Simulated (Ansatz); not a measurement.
# What a change of settings does to a run on Pb

The cell is COD entry 1537623, as deposited and not checked against the literature; nothing was relaxed. The listed cell was then made from it by scaling, straining or moving an atom.

First run: DFT, PBE, all-electron PAW with datasets made for the crystal, scalar-relativistic (Ansatz 0.2.0).

Command: `ansatz run input.yaml --threads 1 --pin off --max-ram 2048MiB --backend cpu --events-out ev --progress --plain --runs-dir out` The run took 17 s on 1 thread of Arm Neoverse V1, with other jobs on the host, peak memory 0.53 GiB.

```yaml
crystal:
  lattice:
    - [3.5063980399, 0.0, 0.0]
    - [-1.75319902, 3.0366297783, 0.0]
    - [0.0, 0.0, 5.50615]
  atoms:
    - { symbol: Pb, position: [0.3333333333, 0.6666666667, 0.25] }
    - { symbol: Pb, position: [0.6666666667, 0.3333333333, 0.75] }
kpoints:
  mp_grid: { grid: [14, 14, 8] }
scf:
  occupations: { method: fermi_dirac, width: 0.08 }
hamiltonian:
  xc: pbe
  pseudopotentials: { kind: all_electron, datasets: crystal }
output:
  forces: true
  stress: true
  eigenvalues: true
  efg: { contact_densities: true }
```

Result: converged; pressure 4.20 GPa; no gap on the k mesh; 7 SCF iterations.

Spin–orbit coupling is left out, though it moves levels of the heavy atoms by tenths of an eV or more.

The input is then changed:

```diff
@@ -10,7 +10,7 @@
   mp_grid: { grid: [14, 14, 8] }
 scf:
-  occupations: { method: fermi_dirac, width: 0.08 }
+  occupations: { method: tetrahedron_uncorrected }
 hamiltonian:
-  xc: pbe
+  xc: revpbe
   pseudopotentials: { kind: all_electron, datasets: crystal }
 output:
```

Question: Predict the outcome of the changed run.

Answer: It converged; pressure 5.70 GPa; no gap on the k mesh; 8 SCF iterations.

The results part of its log:

```
SCF 1 converged in 8 iterations: F = -1136154.682774 eV  dr2 = 1.15e-8
  Residual-converged pass: ⟨swp⟩=3.0  Hψ=4427  notcnv=0  max |occ|·‖R‖ = 5.3e-6 eV (tolerance 5.3e-6 eV)  dr2=1.15e-8  dr2_onsite=4.42e-9  max |Δocc| = 3.2e-13
  greatest PAW one-centre occupation: 0.977 electrons in one spin orbital (limit 2), on the Pb atom at site 1 (counted from 0), in its partial waves of l = 2
SCF converged after 8 iterations
Free energy (F): -1136154.682774 eV
Harris-Foulkes:  -1136154.682774 eV  (|F-HF|=1.75e-8)
Internal energy: -1136154.682457 eV  (E = F + TS)
E sigma→0 (E₀):  -1136154.682774 eV
Entropy (-TS):   -0.000317 eV (-0.158 meV/atom)
Past the cutoff: the bands carry plane waves up to 1.75 times it, of which those up to 1.5 times it add -0.000386 eV an atom, each by itself; the spheres take 0.000619 eV an atom off the energy for waves past 1.75 times it
By the cutoff:   a pressure is off by up to 0.008 GPa (1.2 times the spheres' own share and the shells' term, over an atom's volume, and 0.004 GPa: a bound that held against runs at twice the plane waves)
Past the cutoffs: a stress includes 0.0008 GPa for waves and charges beyond them, in addition to the slope of what the spheres take
In the spheres:  the bands' charges fall short by 3.4e-6 e at most (sound up to 1e-3)
Fermi energy:    16.400500 eV
--- Per-component energies (eV) ---
  The terms above E_closure are by the made datasets' own strengths, without shells solved beside the bands.
--- Forces (eV/Å), atoms counted from 1 ---
  atom   1  Pb     0.00000000    -0.00000000    -0.00000000
  atom   2  Pb    -0.00000000     0.00000000     0.00000000
  max |Σ_I F_I| component: 0.00e0 eV/Å
--- Stress (GPa, compression-positive) ---
        4.836084       0.000000       0.000000
        0.000000       4.836084      -0.000000
        0.000000      -0.000000       7.440564
  P = ⅓ Tr σ = 5.7042 GPa (57.042 kbar)
--- PAW observables at the nuclei: V_zz in 10²¹ V/m², potentials from the cell's mean, atoms counted from 1 ---
  atom   1  Pb V_zz =    -6.980374   η = -0.0000   by run symmetry: allowed
            electrostatic potential = -17483.036942 V   contact ρ = 16531144.112578 e/Å³
  atom   2  Pb V_zz =    -6.980374   η = -0.0000   by run symmetry: allowed
            electrostatic potential = -17483.036942 V   contact ρ = 16531144.112578 e/Å³
--- Band table (eV; the first three rows and the last of 120) ---
  k-point 0: bands = ["-0.7648", "-0.7018", "-0.7010", "-0.7010", "-0.6743", "-0.6743", "-0.6541", "-0.6541", "-0.4385", "-0.4385", "4.4439", "8.6401", "12.1544", "21.7455", "21.7455", "23.7273", "23.7273"]
  k-point 1: bands = ["-0.7611", "-0.7145", "-0.7145", "-0.7027", "-0.6797", "-0.6797", "-0.6314", "-0.6314", "-0.4423", "-0.4423", "4.5267", "8.2078", "12.7580", "21.8135", "21.8135", "23.6527", "23.6527"]
  k-point 2: bands = ["-0.7512", "-0.7292", "-0.7292", "-0.7059", "-0.6938", "-0.6938", "-0.5904", "-0.5904", "-0.4544", "-0.4544", "4.7760", "7.3625", "14.1157", "21.9048", "22.0114", "22.0114", "23.4330"]
  k-point 119: bands = ["-0.7773", "-0.7773", "-0.6451", "-0.6451", "-0.6090", "-0.6090", "-0.5533", "-0.5533", "-0.4306", "-0.4306", "9.3093", "9.3093", "13.5984", "13.5984", "15.1042", "15.1042", "21.8329"]
```
